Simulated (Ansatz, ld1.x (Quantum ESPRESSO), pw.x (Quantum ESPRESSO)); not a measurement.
From atom to crystal: TM potential for hydrogen (H)

* Element: hydrogen (H)
* Generator: ld1.x (Quantum ESPRESSO) 7.5
* Type: norm-conserving Troullier–Martins (Kleinman–Bylander form)
* Functional: PBE
* Relativity: scalar-relativistic
* Frozen core: none
* Valence charge: 1
* Reference configuration: 1s1
* Partial waves: 1s (bound): rc 1.35 bohr; 2p channel at -0.1 Ry: rc 1.45 bohr
* Local potential: the p channel
* Core correction: none

Atomic tests: cutoffs needed: 18 Ry and 35 Ry (the cutoffs (Ry, on a coarse ladder) from which the occupation-weighted sum of valence levels, in a spherical-Bessel basis at the reference potential, stays within 10 and 1 mRy of its value at 400 Ry); ghost test: no extra level below or beside the all-electron valence levels (s, p, d, f tested) (spherical-Bessel basis up to 400 Ry, 20 bohr box).

Crystal test: fcc H in pw.x 7.5, no spin, 18³ k-points, Fermi–Dirac smearing 0.01 Ry, cutoffs 45/180 Ry. The reference is all-electron LAPW (Ansatz 0.2.0) with the same functional, mesh and smearing; V0 and B0 come from Birch–Murnaghan fits to the pressures at five volumes. Errors are pseudo minus all-electron; Δ is the rms difference of the E(V) curves that follow from these fits, minima aligned, over ±6 % about the mean V0. Mesh and smearing are coarse, so the numbers serve the comparison and aren't converged zero-temperature values; the lattice is a test structure that the element need not adopt.

All-electron: a0 = 2.282 Å (V0 = 2.97 Å³/atom), B0 = 107.9 GPa.

Problem. How far does the potential miss the all-electron equation of state?

Solution. mean pressure error (GPa): +0.05; a0 (Å): 2.282; a0 error (%): +0.02; B0 error (%): -0.4; Δ (meV/atom): 0.0.

```csv
V (Å³/atom),P all-electron (GPa),P pseudo (GPa)
2.826,5.78,5.82
2.901,2.63,2.68
2.975,-0.20,-0.14
3.049,-2.74,-2.68
3.124,-5.03,-4.96
```

Problem. At the middle volume, how do free energy and pressure move when the wave cutoff is lowered (ecutrho kept at four times it)?

Solution.

```csv
cutoff (Ry),shift of F (meV/atom),shift of P (GPa)
20,+97.2,-10.91
27,+21.3,-4.04
36,+1.5,-0.65
```

The run at the middle volume (195 k-points, 3 iterations) took about 1 s on one core of a shared host (Neoverse-V1, 32 threads, 247 GiB, load 26).
